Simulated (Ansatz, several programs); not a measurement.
AgCl (Cmcm) from a database of computed structures, relaxed with PBE in Ansatz (plane waves, PAW): the symmetry is Cmcm (No. 63, orthorhombic); a = 3.787 Å, b = 11.618 Å, c = 3.894 Å in the conventional setting, 21.41 Å³ an atom. Around Ag lie 5 Cl at 2.73–3.03 Å; around Cl lie 5 Ag at 2.73–3.03 Å. The cell was then scaled with its shape and fractional coordinates held, which makes it stiffer than a relaxed compression. No spin polarisation and no zero-point or thermal motion.

| V (Å³/atom) | E (meV/atom) |
| --- | --- |
| 20.130 | 12.38 |
| 21.415 | 0.00 |
| 22.057 | 2.56 |
| 22.700 | 9.62 |

Task: Pass a cubic E = c₀ + c₁u + c₂u² + c₃u³, with u = V − 21.576 Å³, through these points.

Result: c₀ = 0.17, c₁ = +2.068, c₂ = 6.356, c₃ = -0.6333 (meV and Å³).

Task: Where is the minimum, and what bulk modulus follows?

Result: dE/du = 0 at u = -0.159, so V₀ = 21.42 Å³. B = V₀ d²E/dV² = 21.42 × (2c₂ + 6c₃u) = 21.42 × 13.315 = 285 meV/Å³, and 1 meV/Å³ is 0.16022 GPa: 46 GPa. A third-order Birch-Murnaghan fit to all five points gives 21.41 Å³ and 45 GPa.

Task: Predict the energy and the pressure at the withheld volume, 20.772 Å³.

Result: With u = -0.804: E ≈ 2.95 meV and P = −dE/dV ≈ +1.50 GPa. The run gives 2.89 meV and, from its stress, +1.49 GPa.
